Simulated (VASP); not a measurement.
Write the native input for VASP 6.6.1 that does the following.

```
Task                   : work function
Functional             : PBEsol
Potentials or basis    : VASP PAW PBE potentials, release 64 (In_d, P)
Cutoff                 : 520 eV
k mesh                 : 4 × 6 × 1
Occupations            : gaussian, width 0.05 eV
Spin                   : no spin polarisation
Dipole correction      : yes
Further INCAR settings : ALGO = Normal; EDIFF = 1e-06
```

The structure of InP lies in POSCAR:

```
InP                                     
1.0
    5.8610000000      0.0000000000      0.0000000000
    0.0000000000      4.1443528450      0.0000000000
    0.0000000000      0.0000000000     34.6495878000
  In              P             
    10    10
Direct
     0.5595984185971784    0.5000000000000000    0.2426449962351177
     0.9868622419106625    0.0000000000000000    0.2866282800803051
     0.4906975853466552    0.5000000000000000    0.3509146582183911
     0.9894285378648729    0.0000000000000000    0.4090265663178555
     0.4908695992523428    0.5000000000000000    0.4705154124748207
     0.9908695992523430    0.0000000000000000    0.5294845875251796
     0.4894285378648728    0.5000000000000000    0.5909734336821444
     0.9906975853466553    0.0000000000000000    0.6490853417816088
     0.4868622419106627    0.5000000000000000    0.7133717199196951
     0.0595984185971784    0.0000000000000000    0.7573550037648820
     0.7691776029418521    0.0000000000000000    0.2226012606352407
     0.2378754592599497    0.5000000000000000    0.2905441090738143
     0.7436661947353115    0.0000000000000000    0.3485894327030424
     0.2402286322179949    0.5000000000000000    0.4105313115612269
     0.7415957278731801    0.0000000000000000    0.4694646071802616
     0.2415957278731803    0.5000000000000000    0.5305353928197384
     0.7402286322179948    0.0000000000000000    0.5894686884387732
     0.2436661947353113    0.5000000000000000    0.6514105672969577
     0.7378754592599496    0.0000000000000000    0.7094558909261858
     0.2691776029418520    0.5000000000000000    0.7773987393647591
```

One way to write it, as run:

INCAR

```
  ALGO = Normal
  DIPOL = 0.5 0.5 0.500
  EDIFF = 1E-6
  ENCUT = 520
  GGA = PS
  IDIPOL = 3
  ISIF = 2
  ISMEAR = 0
  KPAR = 8
  LASPH = T
  LCHARG = T
  LDIPOL = T
  LREAL = F
  LVACPOTAV = T
  LVHAR = T
  LWAVE = F
  NELM = 100
  PREC = Accurate
  SIGMA = 0.05
```

KPOINTS

```
k-points
0
Gamma
  4 6 1
```

Potentials or basis: VASP PAW PBE potentials, release 64 (In_d, P).

Launch:

```bash
$ cat potpaw_PBE.64/In_d/POTCAR potpaw_PBE.64/P/POTCAR > POTCAR
$ mpirun -np 8 vasp_std > vasp.out
```

It gave:

The largest force is 0.010 eV/Å. The band gap on the k mesh is 0.89 eV, direct and the ionisation potential of the upper face is 5.14 eV.

Caveat: the PAW data sets were made with another functional, which shifts forces and pressure a little; spin-orbit coupling is left out, which moves the levels of the heavy elements.

Wall time 7.3 min on 8 MPI ranks on Intel(R) Xeon(R) 6975P-C (Granite Rapids), with other jobs on the host, peak memory 1.3 GiB a rank.
